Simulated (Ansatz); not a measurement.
**Ti$_{3}$Al$_{5}$: zone-centre modes**

Computed with DFT PBEsol, scalar-relativistic, plane waves, PAW in Ansatz 0.2.0. Settings: plane waves to 420 eV, k-mesh 10×10×6 (Γ-centred), Gaussian smearing 0.15 eV. No spin polarisation.

Zero of the scan (relaxed at this level; it needn't be the usual structure):

```xyz
8
Lattice="3.8833 0.0000 0.0000 0.0000 3.8833 0.0000 0.0000 0.0000 8.2969" Properties=species:S:1:pos:R:3 pbc="T T T"
Ti    0.0000    0.0000    4.1484
Ti    1.9416    1.9416    0.0000
Ti    1.9416    1.9416    4.1484
Al    0.0000    1.9416    2.0937
Al    0.0000    1.9416    6.2032
Al    1.9416    0.0000    2.0937
Al    1.9416    0.0000    6.2032
Al    0.0000    0.0000    0.0000
```

Harmonic modes by finite displacements of 0.02 Å, without the LO–TO term.

Problem. At this geometry, is the structure stable against these modes?

Solution. Yes: no mode is imaginary beyond 10 cm⁻¹, and only the three translations lie near zero.

Problem. List the wavenumbers in cm⁻¹.

Solution. 0, 0, 0, 123, 176, 176, 197, 197, 225, 251, 251, 280, 281, 284, 289, 299, 299, 316, 316, 323, 328, 328, 340, 340.

Cost: 1 run of about 6.2 core-minutes, on Intel Xeon Platinum 8375C (Ice Lake) (shared hosts).